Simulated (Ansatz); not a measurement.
**Structure relaxation of Co**

All numbers below come from DFT r2SCAN, scalar-relativistic, plane waves, PAW in Ansatz 0.2.0.

The start is a database structure of Co, space group P6_3/mmc (No. 194).

Input of the last, converged step (default PAW datasets):

```yaml
crystal:
  lattice:
    - [2.4705617809, 0.0, 0.0]
    - [-1.2352808905, 2.1395692639, 0.0]
    - [0.0, 0.0, 8.0882338]
  atoms:
    - { symbol: Co, position: [0.0, 0.0, 0.0], spin: 2.13 }
    - { symbol: Co, position: [0.33333333, 0.66666667, 0.25], spin: 2.16 }
    - { symbol: Co, position: [0.0, 0.0, 0.5], spin: 2.13 }
    - { symbol: Co, position: [0.66666667, 0.33333333, 0.75], spin: 2.16 }
basis:
  ecutwfc: 500
kpoints:
  mp_grid: { grid: [21, 21, 6] }
hamiltonian:
  xc: r2scan
scf:
  occupations: { method: gaussian, width: 0.1 }
output:
  forces: true
  stress: true
  eigenvalues: true
  populations: true
magnetization:
  spin_polarized: true
relax:
  adjacent_minimum: "off"
  f_tol: 0.01
  max_steps: 80
  cell: { stress_tol: 0.05 }
```

It can be run as:

```bash
ansatz run input.yaml --threads 1 --pin off --backend cpu --events-out ev --progress --plain --runs-dir out  # memory cap (--max-ram) not shown
```

The program printed at the end:

```
SCF converged after 13 iterations
Stability not checked: this state was not tested for a lower state beside it, because the mixer in use, unlike msr1, does not test its closes by its own steps (another_mixer; see scf.mixing.algorithm and scf.lower_state_search)
Magnetization: 7.1310 μB (37.5655 up, 30.4345 down)
Absolute magnetization: 8.2773 μB (∫|ρ↑−ρ↓|, with the PAW one-centre terms)
Spin contamination: 0.2457 ħ² per cell (⟨S²⟩ above its minimum at these occupations)
Per-site moments (μB) at R_I (Å): [(1.891565, 1.019727), (1.925747, 1.019727), (1.891565, 1.019727), (1.925747, 1.019727)]
Free energy (F): -20526.161454 eV
Harris-Foulkes:  -20526.161454 eV  (|F-HF|=7.28e-12)
Internal energy: -20526.148013 eV  (E = F + TS)
E sigma→0 (E₀):  -20526.154734 eV
Entropy (-TS):   -0.013441 eV (-3.360 meV/atom)
Fermi energy:    19.209413 eV
--- Per-component energies (eV) ---
  E_band       = -1054.898864
  E_kinetic    = 1817.383441
  E_local      = -11247.440484  (includes V_loc(G=0)·N_el)
  E_nonlocal   = 1824.336854
  E_hartree    = 4720.825493
  E_xc         = -631.208822
  E_vxc        = -920.729572  (∫ρ·V_xc dr)
  E_paw        = -6095.054524  (= ΣΔE_a)
  E_vpaw       = -2029.029625  (= ΣTr[D̂ρ^β])
  E_aug_tail   = 0.000148  (compensation charges beyond the density's cutoff)
  E_vtau       = 58.929307  (kinetic-family band-sum trace: ∫τ·v_τ [+ j·A + Jᵃ·Aᵃ] dr)
  E_ewald      = -10913.809294
  E_core_change = -1.180825  (= ΣΔE_core)
  E_smearing   = -0.013441  (= −TS)
  E_closure    =  0.000000  (closes the sum)
  Σ components = -20526.161454   (vs F -20526.161454, Δ=0.00e0)
--- Forces (eV/Å), atoms counted from 1 ---
  atom   1  Co     0.00000000     0.00000000     0.00000000
  atom   2  Co     0.00000000     0.00000000     0.00000000
  atom   3  Co     0.00000000     0.00000000     0.00000000
  atom   4  Co     0.00000000     0.00000000     0.00000000
  max |Σ_I F_I| component: 4.63e-18 eV/Å
--- Stress (GPa, compression-positive) ---
       -0.009860       0.000000       0.000000
        0.000000      -0.009860       0.000000
        0.000000       0.000000      -0.017611
  P = ⅓ Tr σ = -0.0124 GPa (-0.124 kbar)
  k-point 0 ↑: bands = ["-81.3179", "-81.3097", "-81.2240", "-81.2157", "-43.2651", "-43.1573", "-43.0088", "-42.9509", "-42.9509", "-42.9413", "-42.9413", "-42.8985", "-42.8931", "-42.8931", "-42.8835", "-42.8835", "9.5112", "11.7848", "11.8245", "13.2230", "15.4028", "15.4503", "15.5239", "15.5239", "15.6189", "15.6189", "15.6873", "15.8535", "15.8535", "15.9731", "15.9731", "16.4301", "16.4301", "16.7760", "16.7760", "17.1727", "17.1727", "17.5769", "17.5769", "18.6242", "25.2126", "34.1570", "34.1692", "41.5277", "42.1279", "43.1000"]
  k-point 1 ↑: bands = ["-81.3174", "-81.3103", "-81.2234", "-81.2162", "-43.2599", "-43.1689", "-42.9969", "-42.9503", "-42.9503", "-42.9420", "-42.9420", "-42.9038", "-42.8923", "-42.8923", "-42.8840", "-42.8840", "9.5838", "11.1904", "12.3818", "13.2139", "15.4026", "15.5368", "15.5368", "15.6074", "15.6290", "15.6290", "15.6687", "15.8329", "15.8329", "15.9487", "15.9487", "16.4602", "16.4602", "16.7535", "16.7535", "17.2089", "17.2089", "17.5550", "17.5550", "18.3045", "25.6669", "32.1246", "36.2625", "41.5700", "42.0719", "43.0298"]
  k-point 2 ↑: bands = ["-81.3160", "-81.3119", "-81.2218", "-81.2176", "-43.2451", "-43.1946", "-42.9708", "-42.9487", "-42.9487", "-42.9440", "-42.9440", "-42.9191", "-42.8904", "-42.8904", "-42.8856", "-42.8856", "9.7994", "10.6231", "12.8168", "13.1746", "15.4593", "15.5724", "15.5724", "15.6162", "15.6430", "15.6430", "15.8025", "15.8025", "15.8888", "15.8888", "16.0333", "16.5328", "16.5328", "16.6962", "16.6962", "17.2966", "17.2966", "17.4925", "17.4925", "17.5589", "26.8265", "30.1839", "38.3793", "41.6902", "41.8379", "42.4035"]
  k-point 191 ↓: bands = ["-78.1799", "-78.1799", "-78.1323", "-78.1323", "-40.1507", "-40.1507", "-40.1408", "-40.1408", "-40.0827", "-40.0827", "-40.0685", "-40.0685", "-39.9592", "-39.9592", "-39.9377", "-39.9377", "15.9295", "15.9295", "16.0641", "16.0641", "16.1835", "16.1835", "16.2135", "16.2135", "17.1399", "17.1399", "17.4841", "17.4841", "19.1246", "19.1246", "19.6924", "19.6924", "20.3071", "20.3071", "20.3689", "20.3689", "24.9036", "24.9036", "25.4615", "25.4615", "26.1198", "26.1198", "28.9450", "28.9450", "31.0206", "31.0206"]
--- Relaxed structure (3 steps of the walk, 3 accepted, 1 SCFs on fresh bases) ---
  F+E_penalty+E_count = -20526.16145415 eV   max|allowed force component| = 4.626e-18 eV/Å   (the final SCF, on the basis selected at the relaxed cell)
  cell:  # Å, volume = 42.7428 Å³
    - [2.472066, 0.000000, 0.0]
    - [-1.236033, 2.140872, 0.0]
    - [0.0, 0.0, 8.076294]
  atoms:
    - { symbol: Co, position: [0.000000, 0.000000, 0.000000] }
    - { symbol: Co, position: [0.333333, 0.666667, 0.25] }
    - { symbol: Co, position: [0.000000, 0.000000, 0.5] }
    - { symbol: Co, position: [0.666667, 0.333333, 0.750000] }
--- Löwdin populations: 4 sites ---
  site symbol q [e]    m [muB]
     0     Co     16.7630     1.8726
     1     Co     16.7516     1.8992
     2     Co     16.7630     1.8726
     3     Co     16.7516     1.8992
  spilling = 0.014275 (of n_electrons = 68.000000)
```

Total energies depend on the potentials used, so only differences within one code and one set of settings carry meaning.

The result has space group P6_3/mmc (No. 194). Co on Wyckoff site a (2 atoms of the primitive cell) has 12 Co at 2.47 Å; around Co on Wyckoff site c (2 atoms of the primitive cell) lie 12 Co at 2.47 Å.

The magnetic state reached may not be the lowest.

Symmetry constrained the relaxation, so the result can be a saddle point.